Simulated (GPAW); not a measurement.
Set up this calculation in GPAW 26.7.0, as an ASE script.

- Task: equation of state
- Functional: LDA
- Potentials or basis: JTH PAW 2.0, LDA
- Cutoff: 600 eV
- Basis: pw
- k mesh: 9 × 9 × 9
- Occupations: fermi-dirac, width 0.05 eV
- Spin: no spin polarisation
- Maxiter: 150
- Eos scales: [0.94, 0.96, 0.98, 1.0, 1.02, 1.04, 1.06]
- Data set: Mo jth

The structure of Mo lies in POSCAR:

```
Mo
1.0
   -1.5838089719      1.5838089719      1.5838089719
    1.5838089719     -1.5838089719      1.5838089719
    1.5838089719      1.5838089719     -1.5838089719
Mo
1
Direct
    0.0000000000      0.0000000000      0.0000000000
```

These files were run (other wordings do the same):

run.py

```python
from ase.eos import EquationOfState
from ase.io import Trajectory, read
from ase.units import GPa
from gpaw import GPAW, PW, setup_paths

setup_paths.insert(0, '.')

atoms = read('POSCAR')

traj = Trajectory('eos.traj', 'w')
volumes, energies = [], []
for x in [0.94, 0.96, 0.98, 1.0, 1.02, 1.04, 1.06]:
    a = atoms.copy()
    a.set_cell(atoms.cell * x**(1 / 3), scale_atoms=True)
    calc = GPAW(mode=PW(600),
                xc='LDA',
                kpts={'size': (9, 9, 9), 'gamma': True},
                occupations={'name': 'fermi-dirac', 'width': 0.05},
                setups={'Mo': 'jth'},
                nbands=-9,
                convergence={'density': 1e-05, 'energy': 1e-05},
                maxiter=150,
                txt=f'eos-{x:.2f}.txt')
    a.calc = calc
    energies.append(a.get_potential_energy(force_consistent=True))
    volumes.append(a.get_volume())
    p = -a.get_stress()[:3].mean() / GPa
    calc.write(f'eos-{x:.2f}.gpw')
    traj.write(a)
    print(f'{x:.2f} {volumes[-1]:10.4f} A^3 {energies[-1]:14.6f} eV {p:9.3f} GPa', flush=True)

v0, e0, B = EquationOfState(volumes, energies, eos='birchmurnaghan').fit()
print(f'V0 = {v0:.4f} A^3, E0 = {e0:.6f} eV, B0 = {B / GPa:.2f} GPa')
```

Potentials or basis: JTH PAW 2.0, LDA, pw.

Run with:

```console
$ OMP_NUM_THREADS=1 python run.py
```

Results of the run:

* Equilibrium volume: 15.07 Å³/atom
* Bulk modulus: 297 GPa
* Pressure derivative of the bulk modulus: 4.4

Caveat: the program truncates these outside data sets.

Wall time 26 s on 1 thread of Arm Neoverse V2, on a shared host, peak memory 0.17 GiB.
